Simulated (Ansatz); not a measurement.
# Relaxing Ir

Method: DFT r2SCAN, scalar-relativistic, plane waves, PAW in Ansatz. Settings: 500 eV cutoff, 20×20×14 k-mesh, Gaussian smearing of 0.10 eV, no spin polarisation.

What was changed: biaxial strain in the a-b plane, c and atoms relaxed: -1.0 %.

Spin–orbit coupling is left out, which can shift energies with elements as heavy as these.

Command:

```bash
ansatz run input.yaml --threads 1 --pin off --max-ram 2560MiB --backend cpu --events-out ev --progress --plain --runs-dir out
```

Input:

```yaml
crystal:
  lattice:
    - [1.902867891, 1.902867891, 0.0]
    - [-1.902867891, 1.902867891, 0.0]
    - [0.0, 0.0, 3.867242623]
  atoms:
    - { symbol: Ir, position: [0.0, 0.0, 0.0] }
    - { symbol: Ir, position: [0.5, 0.5, 0.5] }
basis:
  ecutwfc: 500
kpoints:
  mp_grid: { grid: [20, 20, 14] }
hamiltonian:
  xc: r2scan
scf:
  occupations: { method: gaussian, width: 0.1 }
output:
  forces: true
  stress: true
  eigenvalues: true
relax:
  adjacent_minimum: "off"
  f_tol: 0.008
  max_steps: 40
  cell: { stress_tol: 0.015, fix: [a, b, gamma] }
```

F is the free energy. Steps run on the plane waves of an earlier cell, but the last one, and at times one on the way, on a freshly chosen basis, so a repeated geometry can differ a little in energy. The held parts of the cell keep their stress, so P needn't end at zero.

Steps:

```json
{"step": "1", "F − F(1) (eV)": "0.0000", "largest force component (eV/Å)": "0.000", "V (Å³/atom)": "14.003", "P (GPa)": "5.58"}
{"step": "2", "F − F(1) (eV)": "0.0005", "largest force component (eV/Å)": "0.000", "V (Å³/atom)": "14.074", "P (GPa)": "3.60"}
{"step": "3", "F − F(1) (eV)": "-0.0002", "largest force component (eV/Å)": "0.000", "V (Å³/atom)": "14.030", "P (GPa)": "4.83"}
{"step": "4", "F − F(1) (eV)": "-0.0002", "largest force component (eV/Å)": "0.000", "V (Å³/atom)": "14.030", "P (GPa)": "4.83"}
```

Relaxed structure:

```xyz
2
Lattice="1.9029 1.9029 0.0000 -1.9029 1.9029 0.0000 0.0000 0.0000 3.8746" Properties=species:S:1:pos:R:3 pbc="T T T"
Ir    0.0000    0.0000    0.0000
Ir    0.0000    1.9029    1.9373
```

The structure is tetragonal, space group I4/mmm (No. 139). Conventional cell: a = 2.691 Å, b = 2.691 Å, c = 3.875 Å, α = 90.00°, β = 90.00°, γ = 90.00°. Around Ir (site symmetry 4/mmm) lie 12 Ir at 2.69 to 2.72 Å.

The run converged. The run took 110 s on 1 thread of Intel(R) Xeon(R) Platinum 8488C (Sapphire Rapids) (shared host), peak memory 0.7 GiB.